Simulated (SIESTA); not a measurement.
Write the native input for SIESTA 5.4.2 that does the following.

| Item | Value |
| --- | --- |
| Task | single point |
| Functional | PBE |
| Potentials or basis | PseudoDojo 0.4 standard (PBE files) |
| Basis | DZP (energy shift 0.003 Ry; two zetas on semicore shells) |
| Grid cutoff | 800 Ry |
| Energy shift | 0.003 Ry |
| k mesh | 12 × 12 × 7 |
| Occupations | fermi-dirac, width 0.05 eV |
| Spin | collinear spin, ferromagnetic start |
| Starting moments | [2.0, 2.0] μB |

Co:

```
CELL_PARAMETERS angstrom
2.47200 0.00000 0.00000
-1.23600 2.14081 0.00000
0.00000 0.00000 4.02114
ATOMIC_POSITIONS crystal
Co 0.66667 0.33333 0.75000
Co 0.33333 0.66667 0.25000
```

The input as run:

Co.fdf

```
SystemName                      Co
SystemLabel                     Co
NumberOfSpecies                 1
NumberOfAtoms                   2
%block ChemicalSpeciesLabel
  1  27 Co
%endblock ChemicalSpeciesLabel
%include structure.fdf

%block kgrid.MonkhorstPack
   12   0   0  0.0
    0  12   0  0.0
    0   0   7  0.0
%endblock kgrid.MonkhorstPack
XC.Functional                   GGA
XC.Authors                      PBE
PAO.BasisSize                   DZP
PAO.EnergyShift                 0.003 Ry
Mesh.Cutoff                     800 Ry
Spin                            polarized
%block DM.InitSpin
    1   2.000
    2   2.000
%endblock DM.InitSpin
OccupationFunction              FD
ElectronicTemperature           0.05 eV
MaxSCFIterations                200
SCF.MustConverge                false
SCF.Mixer.Method                Pulay
SCF.Mixer.Weight                0.1
SCF.Mixer.History               10
SCF.DM.Tolerance                5.0e-05
SCF.H.Tolerance                 1.0e-03 eV
WriteForces                     true
Charge.Mulliken                 end
Charge.Hirshfeld                end
Charge.Voronoi                  end
SaveRho                         true
SaveElectrostaticPotential      true
%block PAO.Basis
  Co 5
  n=3 0 2
    2.527 0.000
  n=4 0 2
    7.356 0.000
  n=3 1 2
    2.822 0.000
  n=4 1 1
    7.356
  n=3 2 2
    4.649 0.000
%endblock PAO.Basis
```

structure.fdf

```
LatticeConstant                 1.0 Ang
%block LatticeVectors
     2.4719999032     0.0000000000     0.0000000000
    -1.2359999516     2.1408147143     0.0000000000
     0.0000000000     0.0000000000     4.0211440800
%endblock LatticeVectors
AtomicCoordinatesFormat         Fractional
%block AtomicCoordinatesAndAtomicSpecies
     0.6666666667     0.3333333333     0.7500000000  1  Co
     0.3333333333     0.6666666667     0.2500000000  1  Co
%endblock AtomicCoordinatesAndAtomicSpecies
```

Potentials or basis: PseudoDojo 0.4 standard (PBE files), DZP (energy shift 0.003 Ry; two zetas on semicore shells).

Command:

```bash
$ siesta Co.fdf > Co.out 2>&1
```

Results of the run:

```yaml
Pressure: 5.5 GPa
Band_gap_on_the_k_mesh: none (metal or under the smearing width)
Net_moment: 3.24 μB per cell
Site_moments: Co +1.62 μB
```

Caveat: short orbitals over semicore shells can move pressures by several GPa; the basis of atomic orbitals isn't converged, which shifts pressures, moduli and gaps.

It took 2 min on 1 thread of Arm Neoverse V1, with other jobs on the host, peak memory 0.26 GiB.
